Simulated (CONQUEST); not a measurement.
**C in CONQUEST: convergence with k mesh**

Input of the first run (k mesh 2 × 1 × 1); the others differ in this setting and in those tied to it:

File Conquest_input:

```
IO.Title C
IO.Coordinates coords.dat
IO.FractionalAtomicCoords T
IO.Iprint 2
IO.Iprint_init 1
General.NumberOfSpecies 1
General.PseudopotentialType hamann
AtomMove.TypeOfRun static
AtomMove.FullStress T
Grid.GridCutoff 120
DM.SolutionMethod diagon
Diag.MPMesh T
Diag.GammaCentred T
Diag.MPMeshX 2
Diag.MPMeshY 1
Diag.MPMeshZ 1
Diag.kT 0.00183747
minE.SCTolerance 1e-6
SC.MaxIters 100
IO.AtomChargeOutput T
SC.KerkerPreCondition T
SC.KerkerFactor 0.3
SC.LinearMixingFactor 0.3
%block ChemicalSpeciesLabel
1 12.010 C
%endblock
```

coords.dat

```
    4.6415972861     0.0000000000     0.0000000000
    0.0000000000     8.0394823272     0.0000000000
    0.0000000000     0.0000000000   113.1313634214
16
  0.0000000000   0.0000000000   0.8747213370 1 T T T
  0.5000000000   0.5000000000   0.8747213370 1 T T T
  0.0000000050   0.3333333350   0.8747186480 1 T T T
  0.5000000050   0.8333333350   0.8747186480 1 T T T
  0.0000000000   0.0000000000   0.5284080310 1 T T T
  0.5000000000   0.5000000000   0.5284080310 1 T T T
  0.4999999950   0.1666666650   0.5284107200 1 T T T
  0.9999999950   0.6666666650   0.5284107200 1 T T T
  0.0000000000   0.0000000000   0.4715919690 1 T T T
  0.5000000000   0.5000000000   0.4715919690 1 T T T
  0.0000000050   0.3333333350   0.4715892800 1 T T T
  0.5000000050   0.8333333350   0.4715892800 1 T T T
  0.0000000000   0.0000000000   0.1252786630 1 T T T
  0.5000000000   0.5000000000   0.1252786630 1 T T T
  0.4999999950   0.1666666650   0.1252813520 1 T T T
  0.9999999950   0.6666666650   0.1252813520 1 T T T
```

Potentials or basis: PseudoDojo NC PBE, SZP, grid cutoff 120 Ha.

Launch:

```console
$ OMP_NUM_THREADS=1 Conquest
```

Hardware: 1 thread of INTEL(R) XEON(R) PLATINUM 8581C CPU @ 2.30GHz (Emerald Rapids), on a shared host.

The values tried are 2 × 1 × 1, 3 × 2 × 1, 4 × 2 × 1, 5 × 3 × 1, 6 × 4 × 1, 8 × 5 × 1, 9 × 5 × 1, 11 × 6 × 1, 13 × 8 × 1, 16 × 9 × 1, loosest first. From which on does the energy stay within 1 meV/atom of the tightest run that finished?

From 11 × 6 × 1 on.

```tsv
k mesh	energy less the tightest run, at zero smearing (meV/atom)	largest force (eV/Å)	gap on the mesh (eV)	SCF cycles	CPU time (s)	peak memory (GiB)
2 × 1 × 1	468.80	1.019	3.799	35	71	1
3 × 2 × 1	168.31	0.721	0.000	38	78	1
4 × 2 × 1	42.56	1.155	1.774	31	69	1
5 × 3 × 1	9.20	0.188	1.660	32	72	1
6 × 4 × 1	17.01	0.196	0.000	34	82	1
8 × 5 × 1	0.86	0.190	0.920	28	74	1
9 × 5 × 1	6.27	0.178	0.000	32	82	1
11 × 6 × 1	0.51	0.182	0.604	27	84	1
13 × 8 × 1	-0.08	0.181	0.498	26	93	1
16 × 9 × 1	0.00	0.178	0.382	28	110	1
```

Against the tightest run, the largest force stays within 0.005 eV/Å from 9 × 5 × 1 on. Not settled before the last step: the gap on the mesh (to 0.01 eV). Meshes of other sizes hit other points, so gaps and Fermi surfaces needn't settle smoothly. The tightest run that finished is the yardstick and may itself not be fully converged.

Caveat, for the tightest run too: the atomic basis is small; the basis of atomic orbitals isn't converged, which shifts pressures, moduli and gaps.
